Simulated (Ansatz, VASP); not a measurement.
**InP in two plane-wave programs**

One calculation is typed for both programs; each brings its own data sets and cutoff. How far apart do they land? The cell is generated by rule, not measured, and may not be a known phase. The cell is taken from a series of VASP runs on this material, whose earlier steps may have relaxed, scaled or displaced it; both programs get it as it stands.

Calculated with Ansatz 0.2.0; plane waves, with VASP 6.6.1 beside it; single point at LDA.

### Step 1. Starting point

Symmetry: I-4m2, No. 119, tetragonal system. Conventional cell: a = 4.080 Å, b = 4.080 Å, c = 5.893 Å, α = 90.00°, β = 90.00°, γ = 90.00°. Nearest to In lie 4 P at 2.52 Å. P has 4 In at 2.52 Å nearest. Farther neighbours are not listed.

Coordinates:

```cif
data_structure
_symmetry_space_group_name_H-M 'P 1'
_symmetry_Int_Tables_number 1
_cell_length_a 4.1238
_cell_length_b 4.1238
_cell_length_c 4.0802
_cell_angle_alpha 60.349
_cell_angle_beta 60.349
_cell_angle_gamma 59.303
_cell_volume 49.05
loop_
_atom_site_label
_atom_site_type_symbol
_atom_site_fract_x
_atom_site_fract_y
_atom_site_fract_z
_atom_site_occupancy
In1 In 0.00000 0.00000 0.00000 1
P2 P 0.25000 0.25000 0.25000 1
```

### Step 2. Ansatz: single point, LDA

Ansatz runs on its default PAW (the set named soft_2) files.

A single point gives forces, pressure and levels at one fixed geometry, so differences don't come from the geometry; what else differs is listed under the comparison.

input.yaml

```yaml
crystal:
  lattice:
    - [0.0, 2.885158002, 2.946420658]
    - [2.885158002, 0.0, 2.946420658]
    - [2.885158002, 2.885158002, 0.0]
  atoms:
    - { symbol: In, position: [0.0, 0.0, 0.0] }
    - { symbol: P, position: [0.25, 0.25, 0.25] }
hamiltonian:
  xc: lda
  pseudopotentials: { kind: paw }
kpoints:
  mp_grid: { grid: [7, 7, 7] }
scf:
  occupations: { method: gaussian, width: 0.02 }
  n_extra_bands: 4
output:
  forces: true
  stress: true
  eigenvalues: true
```

The run is started by

```console
ansatz run input.yaml --threads 2 --pin off --max-ram 4608MiB --backend cpu --events-out ev --progress --plain --runs-dir out
```

Numbers of over 12 decimals in the logs are rounded to 6 here.

What it wrote:

```text
scf.n_extra_bands = 4 over 9 filled bands (N_el = 18.0): the run solves 13 bands
Engine: ansatz 0.2.0, aarch64-unknown-linux-gnu
Pseudopotentials: kind: paw
Pseudopotential: In, paw, valence charge 13, recommended cutoff 420 eV (normal), In.paw.azcp
Pseudopotential: P, paw, valence charge 5, recommended cutoff 420 eV (normal), P.paw.azcp
Functional definition: SPW92
  exchange = slater_x
  correlation = pw_c
Crystal: 2 atoms, lattice volume = 49.053 Å³
Basis set: ecut = 420 eV, 941 PW (Γ)
Bands: 13, of which v1, the nominal top of the filled ones, is band 9 counted from 1 (8 counted from 0)
Symmetry: 8 space group operations
Space group: I-4m2 (ITA 119), of the structure as read, at distance tolerance 3.7e-5 Å
k-points: 40 of 343 (time reversal used)
Non-local potential: In, projectors of the file, l = 0: 2, l = 1: 2, l = 2: 2, l = 3: 2
Non-local potential: P, projectors of the file, l = 0: 2, l = 1: 2, l = 2: 2
PAW form: soft (Blöchl's): semilocal exchange-correlation on the pseudo side does not see the compensation charge
PAW frozen core: In, regenerated for the run's functional, and the local potential with it (the file was generated under x = pbe(κ = 0.804, μ = 0.219515), c = pbe(β = 0.066725))
PAW frozen core: P, regenerated for the run's functional, and the local potential with it (the file was generated under x = pbe(κ = 0.804, μ = 0.219515), c = pbe(β = 0.066725))
PAW one-centre angular grid: In, 590 points (default); XC on 64 Gauss nodes
PAW one-centre angular grid: P, 110 points (default); XC on 64 Gauss nodes
Initial density: superposition of atomic densities (neutral atoms: chi_scale 0, normalization atom), corrected by the library's trained network
Initial wavefunctions: pseudopotential atomic-orbital guess
Functional: x = slater, c = lda
SCF iter   1: F=—  HF=-6183.556424 eV  |F-HF|=—  |Δ(HF+E_count)|=         —  Δρ=8.07e-3  dr2=3.28e-2  ethr=1.77e-3  ⟨swp⟩=6.3  Hψ=3530  notcnv=0
preconditioner: auto → none  [insulator: Δε(μ)=0.523 eV  Ē_g=14.682 eV  σ=0.020 eV  W_gap=1.00  n_scr=14 (ndim 8)  ℏωp=22.5 eV  f_vac=0.016  D(μ)=0.00/eV (n_scr^D=0)  ε∞_Penn≈3.3]
SCF iter   2: F=—  HF=-6183.544944 eV  |F-HF|=—  |Δ(HF+E_count)|=   1.15e-2  Δρ=2.73e-3  dr2=2.02e-3  ethr=1.82e-4  ⟨swp⟩=3.4  Hψ=1273  notcnv=0
SCF iter   3: F=—  HF=-6183.544430 eV  |F-HF|=—  |Δ(HF+E_count)|=   5.14e-4  Δρ=8.21e-4  dr2=3.47e-4  ethr=1.12e-5  ⟨swp⟩=2.0  Hψ=1031  notcnv=0
SCF iter   4: F=—  HF=-6183.544341 eV  |F-HF|=—  |Δ(HF+E_count)|=   8.90e-5  Δρ=2.76e-4  dr2=2.21e-5  ethr=1.93e-6  ⟨swp⟩=3.0  Hψ=910  notcnv=0
SCF iter   5: F=—  HF=-6183.544339 eV  |F-HF|=—  |Δ(HF+E_count)|=   2.61e-6  Δρ=2.06e-5  dr2=1.99e-7  ethr=1.23e-7  ⟨swp⟩=2.2  Hψ=689  notcnv=0
SCF iter   6: F=-6183.544339 eV  HF=-6183.544339 eV  |F-HF|=2.76e-9  |Δ(HF+E_count)|=   9.61e-9  Δρ=3.50e-6  dr2=4.45e-9  ethr=5.56e-10  ⟨swp⟩=7.0  Hψ=2720  notcnv=0
SCF 1 converged in 6 iterations: F = -6183.544339 eV  dr2 = 4.45e-9
  greatest PAW one-centre occupation: 0.982 electrons in one spin orbital (limit 2), on the In atom at site 0 (counted from 0), in its partial waves of l = 2
SCF converged after 6 iterations
Free energy (F): -6183.544339 eV
Harris-Foulkes:  -6183.544339 eV  (|F-HF|=2.76e-9)
Internal energy: -6183.544339 eV  (E = F + TS)
E sigma→0 (E₀):  -6183.544339 eV
Fermi energy:    7.404586 eV
--- Per-component energies (eV) ---
  E_band       = -52.119465
  E_kinetic    = 315.244426
  E_local      = -1387.097771  (includes V_loc(G=0)·N_el)
  E_nonlocal   = 405.805467
  E_hartree    = 544.520929
  E_xc         = -274.728000
  E_vxc        = -162.047461  (∫ρ·V_xc dr)
  E_paw        = -4556.396771  (= ΣΔE_a)
  E_vpaw       = -313.063955  (= ΣTr[D̂ρ^β])
  E_aug_tail   = 0.000029  (compensation charges beyond the density's cutoff)
  E_ewald      = -1231.294536
  E_core_change = 0.401888  (= ΣΔE_core)
  E_smearing   = -0.000000  (= −TS)
  E_closure    = -0.000000  (closes the sum)
  Σ components = -6183.544339   (vs F -6183.544339, Δ=0.00e0)
--- Forces (eV/Å), atoms counted from 1 ---
  atom   1  In     0.00000000     0.00000000    -0.00000000
  atom   2  P     -0.00000000    -0.00000000     0.00000000
  max |Σ_I F_I| component: 2.78e-17 eV/Å
--- Stress (GPa, compression-positive) ---
        0.896435      -0.000000       0.000000
       -0.000000       0.896435       0.000000
       -0.000000       0.000000      -0.066650
  P = ⅓ Tr σ = 0.5754 GPa (5.754 kbar)
--- Band table (eV; the first three rows and the last of 40) ---
  k-point 0: bands = [... 5 lower, -4.6603, 7.0063, 7.1128, 7.1128, 7.6959, 11.0232, 11.0232, 11.0562]
  k-point 1: bands = [... 5 lower, -4.4165, 5.1838, 6.7819, 6.8689, 8.7296, 11.2635, 11.3945, 11.4294]
  k-point 2: bands = [... 5 lower, -3.7511, 2.9779, 6.3176, 6.4366, 8.6889, 11.7717, 11.8611, 12.7335]
  k-point 39: bands = [... 5 lower, -2.1401, 1.0605, 4.1173, 4.8482, 9.0722, 10.1498, 15.1955, 15.6048]
```

The job ended after 2.6 s (2 threads of Arm Neoverse N1, shared host; peak memory 0.31 GiB; 4.8 s of CPU time).

The run ends at a pressure of 0.58 GPa.

### Step 3. VASP: single point, LDA

The same cell, functional (in two slightly different forms), mesh and smearing now go to VASP, with its own data sets and cutoff.

Lines of VASP's logs that name or quote its potential files are left out, and so is its time.

INCAR

```
SYSTEM = InP
PREC = Accurate
ENCUT = 450
EDIFF = 1E-06
NELM = 100
ISMEAR = 0
SIGMA = 0.02
LREAL = .FALSE.
ALGO = Normal
GGA = CA
NBANDS = 14
LWAVE = .FALSE.
LCHARG = .FALSE.
KPAR = 4
```

POSCAR

```
InP
1.0
    0.0000000000      2.8851580020      2.9464206580
    2.8851580020      0.0000000000      2.9464206580
    2.8851580020      2.8851580020      0.0000000000
In P
1 1
Direct
    0.0000000000      0.0000000000      0.0000000000
    0.2500000000      0.2500000000      0.2500000000
```

KPOINTS

```
Automatic mesh
0
Gamma
7 7 7
0 0 0
```

KPOINTS_OPT

```
Line mode
6
Line-mode
Reciprocal
  0.00000000   0.00000000   0.00000000
  0.02344687   0.02344687   0.00000000

  0.00000000   0.00000000   0.00000000
 -0.00000000  -0.02295936  -0.02295936

  0.31000000   0.31000000   0.00000000
  0.50000000   0.50000000   0.00000000

  0.00000000   0.31000000   0.31000000
  0.00000000   0.50000000   0.50000000

  0.45000000   0.45000000   0.45000000
  0.50000000   0.50000000   0.50000000

  0.45000000   0.00000000   0.00000000
  0.50000000   0.00000000   0.00000000

  0.42500000   0.42500000   0.00000000
  0.42500000   0.44795936   0.02295936

  0.50000000   0.50000000   0.50000000
  0.48376528   0.51623472   0.50000000
```

The projector-augmented-wave data sets are In_d and P (LDA family, release 64).

The run is started by

```console
mpirun -np 4 vasp_std
```

What it wrote:

```text
[banner, memory and clock lines left out]
running    4 mpi-ranks, on    1 nodes
 distrk:  each k-point on    1 cores,    4 groups
 distr:  one band on    1 cores,    1 groups

 POSCAR found type information on POSCAR InP
 POSCAR found :  2 types and       2 ions
 LDA part: xc-table for (Slater(with rela. corr.)+CA(PZ))
 , standard interpolation
 POSCAR, INCAR and KPOINTS ok, starting setup
 FFT: planning ... GRIDC
 FFT: planning ... GRID_SOFT
 FFT: planning ... GRID
 WAVECAR not read
 entering main loop
       N       E                     dE             d eps       ncg     rms          rms(c)
DAV:   1     0.107681841724E+03    0.10768E+03   -0.80714E+03  1126   0.130E+03
DAV:   2    -0.244855064665E+01   -0.11013E+03   -0.10633E+03  1162   0.302E+02
DAV:   3    -0.991462775827E+01   -0.74661E+01   -0.74176E+01  1516   0.833E+01
DAV:   4    -0.101063238396E+02   -0.19170E+00   -0.19162E+00  1284   0.147E+01
DAV:   5    -0.101164522054E+02   -0.10128E-01   -0.10128E-01  1740   0.299E+00    0.605E+00
DAV:   6    -0.971564301613E+01    0.40081E+00   -0.64314E-01  1716   0.148E+01    0.364E+00
DAV:   7    -0.967140028024E+01    0.44243E-01   -0.16454E-01  1516   0.367E+00    0.119E+00
DAV:   8    -0.966616216533E+01    0.52381E-02   -0.14826E-02  1500   0.160E+00    0.428E-01
DAV:   9    -0.966587864441E+01    0.28352E-03   -0.12958E-03  1502   0.478E-01    0.188E-01
DAV:  10    -0.966590665748E+01   -0.28013E-04   -0.15698E-04  1742   0.134E-01    0.121E-01
DAV:  11    -0.966591001773E+01   -0.33603E-05   -0.22761E-05  1716   0.782E-02    0.519E-02
DAV:  12    -0.966590787073E+01    0.21470E-05   -0.56987E-06  1402   0.363E-02    0.154E-02
DAV:  13    -0.966590781285E+01    0.57872E-07   -0.25204E-07   650   0.420E-03
   1 F= -.96659078E+01 E0= -.96659078E+01  d E =-.153386E-13
 Start KPOINTS_OPT (optional k-point list driver)
k-point batch [1-40\48]
       N       E                     dE             ncg
DAV:   1     0.157696691241E+04   -0.13308E+05     1126
DAV:   2    -0.286639045805E+04   -0.44434E+04     1180
DAV:   3    -0.318317167751E+04   -0.31678E+03     1480
DAV:   4    -0.319204362520E+04   -0.88719E+01     1412
DAV:   5    -0.319243655219E+04   -0.39293E+00     1716
DAV:   6    -0.319244717237E+04   -0.10620E-01     1486
DAV:   7    -0.319244740672E+04   -0.23435E-03     1692
DAV:   8    -0.319244741016E+04   -0.34445E-05     1102
DAV:   9    -0.319244741056E+04   -0.40155E-06     1124
k-point batch [41-48\48]
       N       E                     dE             ncg
DAV:   1     0.153865173737E+05   -0.39837E+04      224
DAV:   2     0.144887900735E+05   -0.89773E+03      242
DAV:   3     0.144270751346E+05   -0.61715E+02      296
DAV:   4     0.144254937291E+05   -0.15814E+01      288
DAV:   5     0.144254197214E+05   -0.74008E-01      344
DAV:   6     0.144254188047E+05   -0.91674E-03      306
DAV:   7     0.144254187665E+05   -0.38222E-04      338
DAV:   8     0.144254187662E+05   -0.28739E-06      226
```

OUTCAR, selected parts (step 3):

```text
ion  position               nearest neighbor table
   1  0.000  0.000  0.000-   2 2.52   2 2.52   2 2.52   2 2.52
   2  0.250  0.250  0.250-   1 2.52   1 2.52   1 2.52   1 2.52

  LATTYP: Found a body centered tetragonal cell.
 ALAT       =     4.0802295760
 C/A-ratio  =     1.4442425864

 Subroutine GETGRP returns: Found  8 space group operations
 (whereof  8 operations were pure point group operations)

The static configuration has the point symmetry D_2d.

 Found     40 irreducible k-points:

   k-points           NKPTS =     40   k-points in BZ     NKDIM =     40   number of bands    NBANDS=     14

   dimension x,y,z NGX =    30 NGY =   30 NGZ =   28
   dimension x,y,z NGXF=    60 NGYF=   60 NGZF=   56

   ENCUT  =  450.0 eV  33.07 Ry    5.75 a.u.   7.13  7.13  7.06*2*pi/ulx,y,z

   NELECT =      18.0000    total number of electrons

 k-points in reciprocal lattice and weights: Automatic mesh
   0.00000000  0.00000000  0.00000000       0.003
   0.14285714  0.00000000  0.00000000       0.023
   0.28571429  0.00000000  0.00000000       0.023
   0.42857143  0.00000000  0.00000000       0.023
   0.14285714  0.14285714  0.00000000       0.006
   0.28571429  0.14285714  0.00000000       0.023
   0.42857143  0.14285714  0.00000000       0.023
  -0.42857143  0.14285714  0.00000000       0.023
  -0.28571429  0.14285714  0.00000000       0.023
[...]
-0.42857143  0.14285714  0.42857143       0.023
  -0.28571429  0.14285714  0.42857143       0.023

 average (electrostatic) potential at core
       1 -94.9819       2 -83.7405

 E-fermi :   5.4298

 k-point     1 :       0.0000    0.0000    0.0000
  band No.  band energies     occupation
    ...
      5      -8.7789      2.00000
      6      -6.4249      2.00000
      7       5.2292      2.00000
      8       5.3356      2.00000
      9       5.3356      2.00000
     10       5.9474      0.00000
     11       9.2518      0.00000
     12       9.2518      0.00000
     13       9.2849      0.00000
     14      13.7003      0.00000

 k-point     2 :       0.1429    0.0000    0.0000
  band No.  band energies     occupation
    ...
      5      -8.7782      2.00000
      6      -6.1812      2.00000
      7       3.4166      2.00000
      8       5.0048      2.00000
      9       5.0917      2.00000
     10       6.9712      0.00000
     11       9.4928      0.00000
     12       9.6238      0.00000
     13       9.6588      0.00000
     14      13.8557      0.00000

 k-point     3 :       0.2857    0.0000    0.0000
  band No.  band energies     occupation
    ...
      5      -8.7722      2.00000
      6      -5.5160      2.00000
      7       1.2103      2.00000
      8       4.5405      2.00000
      9       4.6595      2.00000
     10       6.9302      0.00000
     11      10.0003      0.00000
     12      10.0902      0.00000
     13      10.9617      0.00000
     14      13.9230      0.00000

  Total        0.2911742      0.2911742     -0.0033071      0.0000000      0.0000000      0.0000000
  in kB        9.5104160      9.5104160     -0.1080177      0.0000000      0.0000000      0.0000000
  external PRESSURE =       6.3042715 kB  Pullay stress =       0.0000000 kB

  energy-cutoff  :      450.00
  volume of cell :       49.05
      direct lattice vectors                 reciprocal lattice vectors
     0.000000000  2.885158002  2.946420658    -0.173300734  0.173300734  0.169697425
     2.885158002  0.000000000  2.946420658     0.173300734 -0.173300734  0.169697425
     2.885158002  2.885158002  0.000000000     0.173300734  0.173300734 -0.169697425

 POSITION                                       TOTAL-FORCE (eV/Angst)
 -----------------------------------------------------------------------------------
      0.00000      0.00000      0.00000         0.000000      0.000000      0.000000
      1.44258      1.44258      1.47321        -0.000000     -0.000000     -0.000000
 -----------------------------------------------------------------------------------
    total drift:                                0.000003      0.000003      0.000009

  FREE ENERGIE OF THE ION-ELECTRON SYSTEM (eV)
  ---------------------------------------------------
  free  energy   TOTEN  =        -9.6659078129 eV

  energy  without entropy=       -9.6659078129  energy(sigma->0) =       -9.66590781

[... 3 further parts left out ...]
```

The run ends at a pressure of 0.63 GPa.

### Step 4. Comparison

Known differences besides the potentials themselves: the two LDA forms differ slightly; the cutoff is 420 eV in Ansatz and 450 eV in VASP; VASP's log shows a relativistic correction to its local exchange, Ansatz's none. Total energies have different zeros and are not compared.

Compared:

| quantity | Ansatz | VASP | difference |
| --- | --- | --- | --- |
| pressure (GPa) | 0.58 | 0.63 | -0.06 |
| gap on the k mesh (eV) | 0.583 | 0.612 | -0.029 |

A gap on the mesh is an upper bound, since the band edges may lie between its points. Ansatz's pressure holds a Pulay correction of 0.04 GPa; VASP's holds none.

### Step 5. Summary of results

* difference in gap on the k mesh (single point, LDA): -0.029 eV

What this shows: The difference in gap on the k mesh is -0.029 eV (single point, LDA), within the 0.08 eV picked in this series as the mark of a large difference. 1 further run of this series is not shown here. How closely two codes agree says nothing of how well the functional describes the real material.

[Lines on the potential files, build, host, timing and source positions are cut from VASP's logs without a mark.]

[Logs are printed without paths, hosts, clocks, repeated set-up lines and the standing remarks that a program may print on its own settings, such as how far it seeks lower states.]

[Hosts, paths, dates, database ids (printed as entryN), source tags and the programs' standing remarks are cut or masked in the printed files.]
